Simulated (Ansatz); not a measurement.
# A run on BeSe with an Se vacancy

```yaml
crystal:
  lattice:
    - [0.0, 7.605, 7.605]
    - [7.605, 0.0, 7.605]
    - [7.605, 7.605, 0.0]
  atoms:
    - { symbol: BEx, position: [0.0, 0.0, 0.0] }
    - { symbol: Be, position: [0.0, 0.0, 0.3333333333] }
    - { symbol: Be, position: [0.0, 0.0, 0.6666666667] }
    - { symbol: Be, position: [0.0, 0.3333333333, 0.0] }
    - { symbol: Be, position: [0.0, 0.3333333333, 0.3333333333] }
    - { symbol: Be, position: [0.0, 0.3333333333, 0.6666666667] }
    - { symbol: Be, position: [0.0, 0.6666666667, 0.0] }
    - { symbol: Be, position: [0.0, 0.6666666667, 0.3333333333] }
    - { symbol: Be, position: [0.0, 0.6666666667, 0.6666666667] }
    - { symbol: Be, position: [0.3333333333, 0.0, 0.0] }
    - { symbol: Be, position: [0.3333333333, 0.0, 0.3333333333] }
    - { symbol: Be, position: [0.3333333333, 0.0, 0.6666666667] }
    - { symbol: Be, position: [0.3333333333, 0.3333333333, 0.0] }
    - { symbol: Be, position: [0.3333333333, 0.3333333333, 0.3333333333] }
    - { symbol: Be, position: [0.3333333333, 0.3333333333, 0.6666666667] }
    - { symbol: Be, position: [0.3333333333, 0.6666666667, 0.0] }
    - { symbol: Be, position: [0.3333333333, 0.6666666667, 0.3333333333] }
    - { symbol: Be, position: [0.3333333333, 0.6666666667, 0.6666666667] }
    - { symbol: Be, position: [0.6666666667, 0.0, 0.0] }
    - { symbol: Be, position: [0.6666666667, 0.0, 0.3333333333] }
    - { symbol: Be, position: [0.6666666667, 0.0, 0.6666666667] }
    - { symbol: Be, position: [0.6666666667, 0.3333333333, 0.0] }
    - { symbol: Be, position: [0.6666666667, 0.3333333333, 0.3333333333] }
    - { symbol: Be, position: [0.6666666667, 0.3333333333, 0.6666666667] }
    - { symbol: Be, position: [0.6666666667, 0.6666666667, 0.0] }
    - { symbol: Be, position: [0.6666666667, 0.6666666667, 0.3333333333] }
    - { symbol: Be, position: [0.6666666667, 0.6666666667, 0.6666666667] }
    - { symbol: Se, position: [0.0833333333, 0.0833333333, 0.4166666667] }
    - { symbol: Se, position: [0.0833333333, 0.0833333333, 0.75] }
    - { symbol: Se, position: [0.0833333333, 0.4166666667, 0.0833333333] }
    - { symbol: Se, position: [0.0833333333, 0.4166666667, 0.4166666667] }
    - { symbol: Se, position: [0.0833333333, 0.4166666667, 0.75] }
    - { symbol: Se, position: [0.0833333333, 0.75, 0.0833333333] }
    - { symbol: Se, position: [0.0833333333, 0.75, 0.4166666667] }
    - { symbol: Se, position: [0.0833333333, 0.75, 0.75] }
    - { symbol: Se, position: [0.4166666667, 0.0833333333, 0.0833333333] }
    - { symbol: Se, position: [0.4166666667, 0.0833333333, 0.4166666667] }
    - { symbol: Se, position: [0.4166666667, 0.0833333333, 0.75] }
    - { symbol: Se, position: [0.4166666667, 0.4166666667, 0.0833333333] }
    - { symbol: Se, position: [0.4166666667, 0.4166666667, 0.4166666667] }
    - { symbol: Se, position: [0.4166666667, 0.4166666667, 0.75] }
    - { symbol: Se, position: [0.4166666667, 0.75, 0.0833333333] }
    - { symbol: Se, position: [0.4166666667, 0.75, 0.4166666667] }
    - { symbol: Se, position: [0.4166666667, 0.75, 0.75] }
    - { symbol: Se, position: [0.75, 0.0833333333, 0.0833333333] }
    - { symbol: Se, position: [0.75, 0.0833333333, 0.4166666667] }
    - { symbol: Se, position: [0.75, 0.0833333333, 0.75] }
    - { symbol: Se, position: [0.75, 0.4166666667, 0.0833333333] }
    - { symbol: Se, position: [0.75, 0.4166666667, 0.4166666667] }
    - { symbol: Se, position: [0.75, 0.4166666667, 0.75] }
    - { symbol: Se, position: [0.75, 0.75, 0.0833333333] }
    - { symbol: Se, position: [0.75, 0.75, 0.4166666667] }
    - { symbol: Se, position: [0.75, 0.75, 0.75] }
total_charge: 2
kpoints:
  mp_grid: { grid: [2, 2, 2] }
scf:
  occupations: { method: fermi_dirac, width: 0.01 }
  max_iter: 50
hamiltonian:
  xc: pbe
  pseudopotentials: { kind: paw }
output:
  forces: true
  stress: true
  populations: true
  efg: { quadrupole_moments_barn: { Be: 0.05288 }, contact_densities: true }
```

```sh
ansatz run input.yaml --threads 1 --pin off --max-ram 3072MiB --backend cpu --events-out ev --progress --plain --runs-dir out
```

(1) What happens when this input is run?

## Answers

(1) The input was rejected before any iteration. The input holds an unknown element. The program says:

```
Error: YAML parse error: error: line 7 column 17: `BEx` is not an element symbol (H … Og, case-exact)
 --> <input>:7:17
  |
5 |     - [7.605, 7.605, 0.0]
6 |   atoms:
7 |     - { symbol: BEx, position: [0.0, 0.0, 0.0] }
  |                 ^ `BEx` is not an element symbol (H … Og, case-exact)
8 |     - { symbol: Be, position: [0.0, 0.0, 0.3333333333] }
9 |     - { symbol: Be, position: [0.0, 0.0, 0.6666666667] }
  |
```

Against a sound input the change was `crystal.atoms[0].symbol`: Be → BEx; `scf.max_iter`: not typed → 50.

With the sound settings the run converges and gives V_zz (10²¹ V/m²) Be1 0.99 (η 0.00), Be3 -0.096 (η 0.74), Be5 -0.049 (η 0.77), Be18 0.012 (η 0.00), Se28 8.84 (η 0.19), Se31 -0.96 (η 0.00), among others; a site carries the number of its first atom in the input. The run isn't spin-polarised, and a state with spin may lie lower. The defect repeats with the cell of 53 atoms, so it feels its images: sites between two images don't show the values beside a lone defect, and zeros or small values of η there can come from the images' arrangement. A uniform background compensates the cell's charge. The defect cell has no gap above 0.1 eV on its mesh, so the values can hang on the smearing and the k-mesh. The cell keeps the host's lattice, where the PBE pressure is 5 GPa (in a charged cell this depends on the convention for the mean potential). The neighbours have not yet relaxed around the defect (largest force 1.6 eV/Å), so a real crystal will differ.
